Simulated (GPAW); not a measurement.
The system is KTaO3.

```
Ta K O
1.0
     3.98830    0.00000    0.00000
     0.00000    3.98830    0.00000
     0.00000    0.00000    3.98830
Ta K O
1 1 3
Direct
  0.00000 0.00000 0.00000
  0.50000 0.50000 0.50000
  0.00000 0.00000 0.50000
  0.00000 0.50000 0.00000
  0.50000 0.00000 0.00000
```

Program: GPAW 26.7.0. Alike in all runs: task band structure; cell as given; cutoff (eV) 800; smearing fermi-dirac 0.05 eV.

Problem. Order these runs on this cell by their pressure, lowest first.
A. level PBEsol+U; potentials or basis PAW data sets generated in the run's folder for this functional, pw; spin off; U Ta d U = 3 eV; k mesh 7 × 7 × 7; band points 80
B. level PBEsol+U; potentials or basis PAW data sets generated in the run's folder for this functional, pw; spin off; U Ta d U = 1 eV; k mesh 7 × 7 × 7; band points 80
C. level PBE+U; potentials or basis GPAW PAW data sets (gpaw-data 1.2.1), pw; spin off; U Ta d U = 2 eV; k mesh 6 × 6 × 6; band points 60
D. level PBE; potentials or basis GPAW PAW data sets (gpaw-data 1.2.1), pw; spin SOC, no magnetisation; k mesh 6 × 6 × 6; band points 60; spin axis theta (degrees) 90; spin axis phi (degrees) 0
E. level SCAN; potentials or basis GPAW PAW data sets (gpaw-data 1.2.1), pw; spin SOC, no magnetisation; k mesh 6 × 6 × 6; band points 60; spin axis theta (degrees) 54.7; spin axis phi (degrees) 45

Solution. E (-0.9 GPa), B (0.7 GPa), A (2.4 GPa), D (6.1 GPa), C (7.7 GPa).

Caveats: spin-orbit coupling was added after a scalar SCF, so levels and gaps hold it while energy, forces, pressure and moments don't (some runs); the PAW data sets were made with another functional, which shifts forces and pressure a little (some runs).

Not every run made on this cell is shown here.
